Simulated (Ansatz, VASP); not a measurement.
# TiAl in VASP and in Ansatz

File INCAR:

```
SYSTEM = TiAl
  PREC = Accurate
  ENCUT = 520
  EDIFF = 1E-7
  ISMEAR = 0
  SIGMA = 0.1
  LREAL = .FALSE.
  LASPH = .TRUE.
  NELM = 60
  ALGO = Fast
  ISIF = 2
  LWAVE = .FALSE.
  LCHARG = .TRUE.
  GGA = PE
  LELF = .TRUE.
  LVHAR = .TRUE.
  NBANDS = 14
```

KPOINTS

```
regular mesh
0
G
  6 6 4
  0 0 0
```

The input POSCAR:

```
TiAl
1.0
    2.8107518100      0.0000000000      0.0000000000
    0.0000000000      2.8107518100      0.0000000000
    0.0000000000      0.0000000000      4.0664219200
Ti Al
1 1
Direct
    0.5000000000      0.5000000000      0.5000000000
    0.0000000000      0.0000000000      0.0000000000
```

Input for Ansatz:

```yaml
crystal:
  lattice:
    - [2.81075181, 0.0, 0.0]
    - [0.0, 2.81075181, 0.0]
    - [0.0, 0.0, 4.06642192]
  atoms:
    - { symbol: Ti, position: [0.5, 0.5, 0.5] }
    - { symbol: Al, position: [0.0, 0.0, 0.0] }
basis:
  ecutwfc: 420
kpoints:
  mp_grid: { grid: [6, 6, 4] }
hamiltonian:
  xc: pbe
scf:
  occupations: { method: gaussian, width: 0.1 }
output:
  forces: true
  stress: true
  eigenvalues: true
```

The cell comes from a database or a generator and needn't be the stable form of this composition.

Alike in both runs: task single point; functional PBE; k mesh 6 × 6 × 4; occupations gaussian, width 0.1 eV; no spin polarisation.

```csv
,VASP,Ansatz
version,VASP 6.6.1,Ansatz 0.2.0
potentials or method,"VASP PAW PBE potentials, release 64 (Ti_sv, Al)","scalar-relativistic, plane waves, PAW"
plane-wave cutoff (eV),520,420
valence electrons in the cell,15,15
```

Ansatz gave:

```
gap on the k mesh at the Fermi level (eV)       : none
pressure (GPa)                                  : 1.4
largest component of the traceless stress (GPa) : 0.27
```

Task: Estimate VASP's values.

Result: gap on the k mesh at the Fermi level (eV): none; pressure (GPa): 1.3; largest component of the traceless stress (GPa): 0.25.

A gap of «none» marks a metal or a gap that the smearing closes. With one functional, cell and mesh, what is left measures potentials, basis and numerics.

Caveats: the k mesh is coarse (spacing up to 0.39 Å⁻¹), so the values aren't converged.
